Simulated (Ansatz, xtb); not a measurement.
**Ligand exchange: SiH4 + C2H6O2Si → SiH3(SiH3) + C2H4O2**

Gas-phase species: SiH4 (silane) `[SiH4]`, singlet; C2H6O2Si `CC(=O)O[SiH3]`, singlet; SiH3(SiH3) (disilane), singlet; C2H4O2 (acetic acid) `CC(=O)O`, singlet. The partners trade H for SiH3: Si–H and O–SiH3 bonds give way to Si–SiH3 and O–H.

Shapes, held fixed at every level: PBE0-D4/def2-TZVP. Flexible molecules stand in one conformer, not always the lowest. Programs: Ansatz 0.2.0, xtb 6.7.1. The zero-point and thermal change to 298 K, harmonic and unscaled (PBE0-D4/def2-TZVP), is +6.1 kJ/mol.

Problem. Estimate ΔH(298 K) of this reaction.

Solution. The highest level, CCSD(T)/CBS estimate, gives ΔH(298 K) = +85.3 kJ/mol; the levels span +78.5 to +201.1. GFN2-xTB strays far from the other rows. The column of differences is taken from that level and isn't an error. No measured value is set beside it here. The CBS estimate extrapolates MP2 from def2-TZVPP and def2-QZVPP and adds CCSD(T) − MP2 in the triple-zeta set, cores frozen.

```csv
level,kind,ΔH(298 K) (kJ/mol),less CCSD(T)/CBS estimate
GFN2-xTB,semi-empirical,+201.1,+115.8
HF/def2-SVP,Hartree–Fock,+91.8,+6.5
HF/def2-TZVPP,Hartree–Fock,+101.7,+16.4
BHLYP-D4/def2-TZVPP,global hybrid,+91.7,+6.4
r2SCAN0-D4/def2-TZVPP,global hybrid,+78.5,-6.8
B2PLYP/def2-TZVPP,double hybrid,+87.5,+2.2
MP2/def2-SVP,perturbation theory,+86.2,+0.9
CCSD/def2-TZVPP,coupled cluster or CI,+87.1,+1.8
CCSD(T)/CBS estimate,coupled cluster or CI,+85.3,0.0
```
